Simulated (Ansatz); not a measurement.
Runs of Ansatz 0.2.0 on CdTe. Symmetry: F-43m, No. 216, cubic system. Conventional cell: a = 6.410 Å, b = 6.410 Å, c = 6.410 Å, α = 90.00°, β = 90.00°, γ = 90.00°. Around Te (site symmetry -43m) lie 4 Cd at 2.78 Å. Cd (site symmetry -43m) has 4 Te at 2.78 Å as nearest neighbours. 

```tsv
task	level	cell	cutoff (eV)	smearing	gap on the mesh (eV)	pressure (GPa)
single point	PBE	as given	260	gaussian 0.014 eV	0.87	4.3
relaxation of cell and atoms	PBE+D4	relaxed	-	fermi-dirac 0.05 eV	0.72	0.0
single point	PBE	as given	260	gaussian 0.026 eV	0.87	4.3
band structure	RPBE	as given	260	fermi-dirac 0.05 eV	(a)	6.0
single point	PBE	the cell as VASP's run set it	260	gaussian 0.05 eV	0.87	4.3
```

Alike in all rows: potentials or basis all-electron LAPW, scalar-relativistic; no spin polarisation; k mesh 7 × 7 × 7; basis error allowed 0.001 eV/atom.

Task: Estimate the missing entries.

Result: (a) 1.03.

Caveats: spin-orbit coupling is left out, which moves the levels of the heavy elements; an odd mesh through Γ misses points on the zone boundary, where band edges often lie (some runs).

A k mesh can miss the band edges, and the runs leave out spin-orbit coupling on Cd, Te.
